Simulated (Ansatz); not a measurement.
Input deck for Ansatz 0.2.0, then the block of the output on the nuclei.

The cell is a COD entry, relaxed with PBE at fixed cell and then changed (z compressed by 3 %, ions relaxed).

```yaml
crystal:
  lattice:
    - [0.0, 2.179, 2.11363]
    - [2.179, 0.0, 2.11363]
    - [2.179, 2.179, 0.0]
  atoms:
    - { symbol: Si, position: [0.0, 0.0, 0.0] }
    - { symbol: C, position: [0.25, 0.25, 0.25] }
kpoints:
  mp_grid: { grid: [17, 17, 17] }
scf:
  occupations: { method: fermi_dirac, width: 0.02 }
hamiltonian:
  xc: pbe
  pseudopotentials: { kind: paw }
output:
  forces: true
  stress: true
  populations: true
  efg: { contact_densities: true }
relax:
  f_tol: 0.02
  max_steps: 60
```

```sh
ansatz run input.yaml --threads 1 --pin off --max-ram 3072MiB --backend cpu --events-out ev --progress --plain --runs-dir out
```

The run relaxes the ions first, and the block belongs to the relaxed positions.

Of the output, the block on the nuclei alone is shown; the set-up, the SCF iterations, energies, forces and stress are cut. One atom of each set with nearly equal values is shown.

```
--- PAW observables at the nuclei: V_zz in 10²¹ V/m², potentials from the cell's mean, atoms counted from 1 ---
  atom   1  Si V_zz =    +0.400745   η = 0.0000   by run symmetry: allowed
            electrostatic potential = -1362.754641 V   contact ρ = 12806.813369 e/Å³
  atom   2  C  V_zz =    -0.203357   η = 0.0000   by run symmetry: allowed
            electrostatic potential = -419.265996 V   contact ρ = 866.864004 e/Å³
```

The relaxation (1 step) took 7.2 s of wall time (7.1 s of CPU time) and 0.49 GiB at its peak, on 1 thread of Intel Xeon Platinum 8488C (Sapphire Rapids) (x86_64; 16 cores open to the job, memory cap 3.0 GiB, no GPU), a shared host with a load of 0.3 a core.

At this changed cell the PBE pressure is 10 GPa.
